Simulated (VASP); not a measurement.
# NaH (Pm-3m) in VASP: a series of runs

Runs on NaH. Level: LDA. Tasks: elastic constants.

Program: VASP 6.6.1. These are calculated values, not measurements. Logs are shortened: lines on timing, memory, paths and dates and some standing lists are left out, and cuts for length are marked.

## Step 1: Starting point

It takes space group Pm-3m (No. 221, cubic). Conventional cell: a = 2.873 Å, b = 2.873 Å, c = 2.873 Å, α = 90.00°, β = 90.00°, γ = 90.00°. Na (site symmetry m-3m) has 8 H at 2.49 Å as nearest neighbours. Around H (site symmetry m-3m) lie 8 Na at 2.49 Å.

The cell comes from a database or a generator and needn't be the stable form of this composition.

## Step 2: Elastic constants, LDA

File INCAR:

```
SYSTEM = NaH
PREC = Accurate
ENCUT = 600
EDIFF = 1E-8
ISMEAR = 0
SIGMA = 0.01
LREAL = .False.
LASPH = .True.
NELM = 100
ALGO = Normal
ISIF = 3
LWAVE = .False.
LCHARG = .False.
GGA = CA
NBANDS = 11
IBRION = 6
NFREE = 2
POTIM = 0.015
NSW = 1
```

File KPOINTS:

```
Automatic mesh
0
Gamma
  12 12 12
  0 0 0
```

File POSCAR:

```
NaH
1.0
    2.8735000000      0.0000000000      0.0000000000
    0.0000000000      2.8735000000      0.0000000000
    0.0000000000      0.0000000000      2.8735000000
Na H
1 1
Direct
    0.0000000000      0.0000000000      0.0000000000
    0.5000000000      0.5000000000      0.5000000000
```

Potentials or basis: VASP PAW LDA potentials, release 64 (Na_pv, H).

The run is started by

```bash
> cat potpaw_LDA.64/Na_pv/POTCAR potpaw_LDA.64/H/POTCAR > POTCAR
> mpirun -np 1 vasp_std > vasp.out
```

OUTCAR:

```text
SYSTEM = NaH
   PREC = Accurate
   ENCUT = 600
   EDIFF = 1E-8
   ISMEAR = 0
   LREAL = .False.
   LASPH = .True.
   NELM = 100
   ISIF = 3
   GGA = CA
   IBRION = 6
   NFREE = 2
   POTIM = 0.015
   NSW = 1

 ion  position               nearest neighbor table
   1  0.000  0.000  0.000-
   2  0.500  0.500  0.500-

  LATTYP: Found a simple cubic cell.
 ALAT       =     2.8735000000

  Lattice vectors:

 A1 = (   2.8735000000,   0.0000000000,   0.0000000000)
 A2 = (   0.0000000000,   2.8735000000,   0.0000000000)
 A3 = (   0.0000000000,   0.0000000000,   2.8735000000)

Analysis of symmetry for initial positions (statically):
=====================================================================
 Subroutine PRICEL returns:
 Original cell was already a primitive cell.

 Routine SETGRP: Setting up the symmetry group for a
 simple cubic supercell.

 Subroutine GETGRP returns: Found 48 space group operations
 (whereof 48 operations were pure point group operations)
 out of a pool of 48 trial point group operations.

The static configuration has the point symmetry O_h .

Analysis of symmetry for dynamics (positions and initial velocities):
=====================================================================
 Subroutine PRICEL returns:
 Original cell was already a primitive cell.

 Routine SETGRP: Setting up the symmetry group for a
 simple cubic supercell.

 Subroutine GETGRP returns: Found 48 space group operations
 (whereof 48 operations were pure point group operations)
 out of a pool of 48 trial point group operations.

The dynamic configuration has the point symmetry O_h .

 Subroutine INISYM returns: Found 48 space group operations
 (whereof 48 operations are pure point group operations),
 and found     1 'primitive' translations

----------------------------------------------------------------------------------------

                                     Primitive cell

  volume of cell :      23.7265

  direct lattice vectors                    reciprocal lattice vectors
     2.873500000  0.000000000  0.000000000     0.348007656  0.000000000  0.000000000
     0.000000000  2.873500000  0.000000000     0.000000000  0.348007656  0.000000000
     0.000000000  0.000000000  2.873500000     0.000000000  0.000000000  0.348007656

  length of vectors
     2.873500000  2.873500000  2.873500000     0.348007656  0.348007656  0.348007656

  position of ions in fractional coordinates (direct lattice)
     0.000000000  0.000000000  0.000000000
     0.500000000  0.500000000  0.500000000

  ion indices of the primitive-cell ions
   primitive index   ion index
                 1           1
                 2           2

----------------------------------------------------------------------------------------

 KPOINTS: Automatic mesh

Automatic generation of k-mesh.
 Grid dimensions read from file:
 generate k-points for:   12   12   12

 Generating k-lattice:

  Cartesian coordinates                     Fractional coordinates (reciprocal lattice)
     0.029000638  0.000000000  0.000000000     0.083333333  0.000000000  0.000000000
     0.000000000  0.029000638  0.000000000     0.000000000  0.083333333  0.000000000
     0.000000000  0.000000000  0.029000638     0.000000000  0.000000000  0.083333333

  Length of vectors
     0.029000638  0.029000638  0.029000638

[... 109 lines left out ...]
  Direction    XX          YY          ZZ          XY          YZ          ZX
  --------------------------------------------------------------------------------------
  -------------------------------------------------------------------------------------
  Total       -0.0028040     -0.0028040     -0.0028040     -0.0000000     -0.0000000      0.0000000
  in kB       -0.1893469     -0.1893469     -0.1893469     -0.0000000     -0.0000000      0.0000000
  external PRESSURE =      -0.1893469 kB  Pullay stress =       0.0000000 kB
[... 89 lines left out ...]
  FREE ENERGIE OF THE ION-ELECTRON SYSTEM (eV)
  ---------------------------------------------------
  free  energy   TOTEN  =        -5.1062910588 eV

  energy  without entropy=       -5.1062910588  energy(sigma->0) =       -5.10629106

[... ionic steps 4 to 14 ...]

--------------------------------------- Ionic step       15  -------------------------------------------

 number of electron       8.0000001 magnetization

------------------------ aborting loop because EDIFF is reached ----------------------------------------
[... 67 lines left out ...]
--------------------------------------- Ionic step       17  -------------------------------------------

 number of electron       8.0000003 magnetization

 Free energy of the ion-electron system (eV)
  ---------------------------------------------------
  ext. energy  EPLUGINS =         0.00000000
  ---------------------------------------------------
  free energy    TOTEN  =        -5.10806462 eV

  energy without entropy =       -5.10806462  energy(sigma->0) =       -5.10806462

 E-fermi :   1.8484     XC(G=0):  -8.9348

 val. band max:        1.7559974442   @ k =   0.5000   0.5000   0.5000
 cond. band min:       2.3162480232   @ k =   0.5000   0.0000   0.0000
 fundamental gap:      0.5602505789
 Fermi energy:         1.8484163629

 k-point     1 :       0.0000    0.0000    0.0000
  band No.  band energies     occupation
      1     -22.9810      2.00000
      2     -22.9810      2.00000
      3     -22.9810      2.00000
      4      -4.8449      2.00000
      5      10.9488      0.00000
      6      12.5205      0.00000
      7      12.5211      0.00000
      8      14.4122      0.00000
      9      14.4122      0.00000
     10      14.4150      0.00000
     11      28.0194      0.00000
[... 309 lines left out ...]
 k-point    24 :       0.4167    0.3333    0.0000
  band No.  band energies     occupation
      1     -23.1724      2.00000
      2     -23.1251      2.00000
      3     -22.9469      2.00000
      4      -1.1166      2.00000
      5       4.7232      0.00000
      6       6.8810      0.00000
      7      11.1062      0.00000
      8      16.2774      0.00000
      9      17.9791      0.00000
     10      20.8910      0.00000
     11      22.1238      0.00000

 [... further k-points ...]

------------------------ aborting loop because EDIFF is reached ----------------------------------------

  FORCE on cell =-STRESS in cart. coord.  units (eV):
  Direction    XX          YY          ZZ          XY          YZ          ZX
  --------------------------------------------------------------------------------------
  -------------------------------------------------------------------------------------
  Total       -0.0024793     -0.0025278     -0.0025278      0.0000000      0.0000000      0.0000000
  in kB       -0.1674209     -0.1706933     -0.1706933      0.0000000      0.0000000      0.0000000
  external PRESSURE =      -0.1696025 kB  Pullay stress =       0.0000000 kB
[... 17 lines left out ...]
  FREE ENERGIE OF THE ION-ELECTRON SYSTEM (eV)
  ---------------------------------------------------
  free  energy   TOTEN  =        -5.1080646156 eV

  energy  without entropy=       -5.1080646156  energy(sigma->0) =       -5.10806462

 INTERNAL STRAIN TENSORS FROM STRAINED CELLS
 ============================================

 INTERNAL STRAIN TENSOR FOR ION    1 for displacements in x,y,z  (eV/Angst):
          X           Y           Z          XY          YZ          ZX
  --------------------------------------------------------------------------------
  x     0.00000     0.00000     0.00000     0.00000     0.00000    -0.00000
  y     0.00000     0.00000     0.00000     0.00000     0.00000     0.00000
  z     0.00000     0.00000     0.00000     0.00000    -0.00000     0.00000

 INTERNAL STRAIN TENSORS FROM DISPLACED ATOMS
 ============================================

 INTERNAL STRAIN TENSOR FOR ION    1 for displacements in x,y,z  (eV/Angst):
          X           Y           Z          XY          YZ          ZX
  --------------------------------------------------------------------------------
  x     0.00000     0.00000     0.00000     0.00000     0.00000     0.00000
  y     0.00000     0.00000     0.00000     0.00000     0.00000     0.00000
  z     0.00000     0.00000     0.00000     0.00000     0.00000     0.00000

 INTERNAL STRAIN TENSOR FOR ION    2 for displacements in x,y,z  (eV/Angst):
          X           Y           Z          XY          YZ          ZX
  --------------------------------------------------------------------------------
  x     0.00000     0.00000     0.00000     0.00000     0.00000     0.00000
  y     0.00000     0.00000     0.00000     0.00000     0.00000     0.00000
  z     0.00000     0.00000     0.00000     0.00000     0.00000     0.00000

 Eigenvectors and eigenvalues of the dynamical matrix
 ----------------------------------------------------

   1 f  =   12.386984 THz    77.829716 2PiTHz  413.185314 cm-1    51.228427 meV
             X         Y         Z           dx          dy          dz
      0.000000  0.000000  0.000000     0.000000    0.205851    0.000000
      1.436750  1.436750  1.436750    -0.000000   -0.978583    0.000000
[... 21 lines left out ...]
   6 f/i=    0.021316 THz     0.133932 2PiTHz    0.711024 cm-1     0.088156 meV
             X         Y         Z           dx          dy          dz
      0.000000  0.000000  0.000000    -0.052332   -0.976593   -0.033956
      1.436750  1.436750  1.436750    -0.011008   -0.205432   -0.007143

--------------------------------------------------------------------------------------------------------

 ELASTIC MODULI CONTR FROM IONIC RELAXATION (kBar)
 Direction    XX          YY          ZZ          XY          YZ          ZX
 --------------------------------------------------------------------------------
 XX           0.0000      0.0000      0.0000      0.0000      0.0000      0.0000
 YY           0.0000      0.0000      0.0000      0.0000      0.0000      0.0000
 ZZ           0.0000      0.0000      0.0000      0.0000      0.0000      0.0000
 XY           0.0000      0.0000      0.0000      0.0000      0.0000      0.0000
 YZ           0.0000      0.0000      0.0000      0.0000      0.0000      0.0000
 ZX           0.0000      0.0000      0.0000      0.0000      0.0000      0.0000
 --------------------------------------------------------------------------------

 TOTAL ELASTIC MODULI (kBar)
 Direction    XX          YY          ZZ          XY          YZ          ZX
 --------------------------------------------------------------------------------
 XX        1107.3618   -137.3222   -137.3222     -0.0000     -0.0000     -0.0000
 YY        -137.3222   1107.3618   -137.3222      0.0000      0.0000      0.0000
 ZZ        -137.3222   -137.3222   1107.3618      0.0000     -0.0000     -0.0000
 XY          -0.0000      0.0000      0.0000    -42.0112      0.0000      0.0000
 YZ          -0.0000      0.0000     -0.0000      0.0000    -42.0112      0.0000
 ZX          -0.0000      0.0000     -0.0000      0.0000      0.0000    -42.0112
 --------------------------------------------------------------------------------
```

Run time: 7.2 min. Hardware: 1 thread of Intel Xeon Platinum 8375C at 2.90GHz (Ice Lake), shared host; peak memory 0.36 GiB.

Results:

```
Elastic constants C11, C12, C44                         : 111, -14, -4 GPa
Voigt bulk modulus                                      : 28 GPa
Highest phonon frequency at Γ, LO-TO splitting left out : 413 cm⁻¹
```

Phonon frequencies in cm⁻¹ (negative: imaginary):
| q point | frequencies |
| --- | --- |
| (0.000, 0.000, 0.000) | -1 -1 -1 413 413 413 |

Elastic tensor in Voigt notation (GPa, in the Cartesian axes of the cell as first typed):
```
111 -14 -14   0   0   0
-14 111 -14   0   0   0
-14 -14 111   0   0   0
  0   0   0  -4   0   0
  0   0   0   0  -4   0
  0   0   0   0   0  -4
```

Clamped-ion elastic tensor (GPa):
```
111 -14 -14   0   0   0
-14 111 -14   0   0   0
-14 -14 111   0   0   0
  0   0   0  -4   0   0
  0   0   0   0  -4   0
  0   0   0   0   0  -4
```

Caveat: the elastic tensor has a negative eigenvalue, so either the cell is unstable as it stands or the mesh is too thin.

## Step 3: Elastic constants, LDA

File INCAR:

```
SYSTEM = NaH
ALGO = Normal ; EDIFF = 1E-8
ENCUT = 600 ; IBRION = 6
ISIF = 3 ; ISMEAR = 0
LASPH = .True. ; LCHARG = .True.
LREAL = .False. ; LWAVE = .False.
NELM = 100 ; NFREE = 2
NSW = 1 ; POTIM = 0.015
PREC = Accurate ; SIGMA = 0.01
```

File KPOINTS:

```
k-points
0
Gamma
  2 2 2
  0 0 0
```

POSCAR is that of step 2.

Potentials or basis: VASP PAW LDA potentials, release 64 (Na_pv, H).

The run is started by

```bash
> cat potpaw_LDA.64/Na_pv/POTCAR potpaw_LDA.64/H/POTCAR > POTCAR
> mpirun -np 1 vasp_std > vasp.out
```

Wall time 24 s (1 thread of Intel Xeon Platinum 8375C at 2.90GHz (Ice Lake), shared host); peak memory 0.13 GiB.

Results (log left out):

| Item | Value |
| --- | --- |
| Elastic constants C11, C12, C44 | 99, -6, -25 GPa |
| Voigt bulk modulus | 29 GPa |
| Highest phonon frequency at Γ, LO-TO splitting left out | 158 cm⁻¹ |

Phonon frequencies in cm⁻¹ (negative: imaginary):
```
              q point           frequencies
(0.000, 0.000, 0.000)  -2 -2 -2 158 158 158
```

Elastic tensor in Voigt notation (GPa, in the Cartesian axes of the cell as first typed):
```
 99  -6  -6   0   0   0
 -6  99  -6   0   0   0
 -6  -6  99   0   0   0
  0   0   0 -25   0   0
  0   0   0   0 -25   0
  0   0   0   0   0 -25
```

Clamped-ion elastic tensor (GPa):
```
 99  -6  -6   0   0   0
 -6  99  -6   0   0   0
 -6  -6  99   0   0   0
  0   0   0 -25   0   0
  0   0   0   0 -25   0
  0   0   0   0   0 -25
```

Caveat: the k mesh is coarse (spacing up to 1.09 Å⁻¹), so the values aren't converged; the cell is under stress, which shifts elastic constants; the elastic tensor has a negative eigenvalue, so either the cell is unstable as it stands or the mesh is too thin.
